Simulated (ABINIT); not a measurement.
## C: band structure with OLYP

C:

```xyz
2
Lattice="0.0000 1.7834 1.7834 1.7834 0.0000 1.7834 1.7834 1.7834 0.0000" Properties=species:S:1:pos:R:3 pbc="T T T"
C     2.6751    2.6751    2.6751
C     1.7834    1.7834    1.7834
```

This isn't the form of C at room conditions, which is graphite.

```
Program             : ABINIT 10.8.3 (patched build)
Task                : band structure
Functional          : OLYP
Potentials or basis : PseudoDojo NC SR PBE v0.4.1 standard
Cutoff              : 1116 eV
k mesh              : 13 × 13 × 13
Occupations         : fermi-dirac, width 0.05 eV
Spin                : no spin polarisation
```

The pressure is -10.3 GPa, the band gap on the k mesh is 4.34 eV, indirect (least direct gap 5.64 eV) and the band gap along the path is 4.31 eV, indirect (least direct gap 5.64 eV). The all electrons inside the program's atomic spheres are C 4.68, 4.72 (radii [1.0584] Å).

Levels at the corners of the path, in eV from the valence-band top:
```csv
point,band 2,band 3,band 4,band 5,band 6,band 7
Γ,0.00,0.00,0.00,5.64,5.64,5.64
X,-12.75,-6.30,-6.30,4.99,4.99,16.80
W,-11.98,-8.26,-8.26,10.84,10.84,12.36
K,-11.72,-9.24,-5.36,5.90,10.90,14.39
Γ,0.00,0.00,0.00,5.64,5.64,5.64
L,-13.30,-2.81,-2.81,8.55,8.55,8.95
U,-11.72,-9.24,-5.36,5.90,10.90,14.39
W,-11.98,-8.26,-8.26,10.84,10.84,12.36
L,-13.30,-2.81,-2.81,8.55,8.55,8.95
K,-11.72,-9.24,-5.36,5.90,10.90,14.39
```

It took 22 s on 1 thread of Arm Neoverse V2 (shared host), peak memory 0.12 GiB.

Caveat: the potentials were made for another functional, which shifts forces and pressure.
